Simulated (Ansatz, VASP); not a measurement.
**Ir: VASP beside Ansatz**

The input INCAR:

```
  PREC = Accurate
  ENCUT = 520
  EDIFF = 1E-8
  ISMEAR = -1
  SIGMA = 0.05
  LREAL = F
  LASPH = T
  NELM = 100
  ALGO = Normal
  ISIF = 2
  LWAVE = F
  LCHARG = F
  GGA = PE
  LEFG = T
  NBANDS = 10
```

The input KPOINTS:

```
Automatic mesh
0
Gamma
  15 15 15
```

The input POSCAR:

```
Ir
1.0
   -0.0191970000      1.9101015000      1.9101015000
    1.9101015000     -0.0191970000      1.9101015000
    1.9101015000      1.9101015000     -0.0191970000
Ir
1
Direct
    0.0000000000      0.0000000000      0.0000000000
```

Input for Ansatz:

```yaml
crystal:
  lattice:
    - [-0.019197, 1.9101015, 1.9101015]
    - [1.9101015, -0.019197, 1.9101015]
    - [1.9101015, 1.9101015, -0.019197]
  atoms:
    - { symbol: Ir, position: [0.0, 0.0, 0.0] }
kpoints:
  mp_grid: { grid: [15, 15, 15] }
scf:
  occupations: { method: fermi_dirac, width: 0.05 }
hamiltonian:
  xc: pbe
  pseudopotentials: { kind: all_electron, datasets: crystal }
output:
  forces: true
  stress: true
  eigenvalues: true
  efg: { contact_densities: true }
```

Change from the starting cell: equal xy, yz and zx shear strains of -1 %, crystal datasets.

Alike in both runs: task electric field gradients; functional PBE; k mesh 15 × 15 × 15; occupations fermi-dirac, width 0.05 eV; no spin polarisation.

|  | VASP | Ansatz |
| --- | --- | --- |
| version | VASP 6.6.1 | Ansatz 0.2.0 |
| potentials or method | VASP PAW PBE potentials, release 64 (Ir) | all-electron PAW with datasets made for the crystal, scalar-relativistic |
| plane-wave cutoff (eV) | 520 | see its input |

VASP gave:

- pressure (GPa): 9.7
- largest component of the traceless stress (GPa): 2.80
- Vzz of the field gradient on the site that differs most (V/Å²): -24.0

**Question.** Which values does Ansatz return?

**Answer.** Pressure (GPa): 9.0; largest component of the traceless stress (GPa): 2.81; Vzz of the field gradient on the site that differs most (V/Å²): -16.6.

Ansatz ran all-electron here, so the differences hold the error of VASP's frozen core and of both bases. Ansatz warned: «gradients_without_spin_orbit».

Spin-orbit coupling is left out, which matters for the levels of Ir.
